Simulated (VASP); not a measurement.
Pd: equation of state with PBEsol

The system is Pd.

```xyz
1
Lattice="0.0000 1.9363 1.9363 1.9363 0.0000 1.9363 1.9363 1.9363 0.0000" Properties=species:S:1:pos:R:3 pbc="T T T"
Pd    0.0000    0.0000    0.0000
```

```json
{
 "Program": "VASP 6.6.1",
 "Task": "equation of state",
 "Functional": "PBEsol",
 "Potentials or basis": "VASP PAW PBE potentials, release 64 (Pd)",
 "Cutoff": "520 eV",
 "k mesh": "10 × 10 × 10",
 "Occupations": "fermi-dirac, width 0.05 eV",
 "Spin": "no spin polarisation",
 "Ladder": "gaps",
 "Further INCAR settings": "ALGO = Normal; EDIFF = 1e-06"
}
```

```
Equilibrium volume                      : 14.53 Å³/atom
Bulk modulus                            : 205 GPa
Pressure derivative of the bulk modulus : 5.5 (rough: it moves with the points fitted)
```

Energy against volume, from the lowest point:
```
volume (Å³/atom)  energy (meV/atom)
          13.939              16.71
          14.229               4.09
          14.520               0.00
          14.810               3.35
          15.101              13.28
```

It used 20 s of CPU time on 1 thread of Intel(R) Xeon(R) Platinum 8488C (Sapphire Rapids), with other jobs on the host, which was overloaded at the time.

Caveat: the PAW data sets were made with another functional, which shifts forces and pressure a little.
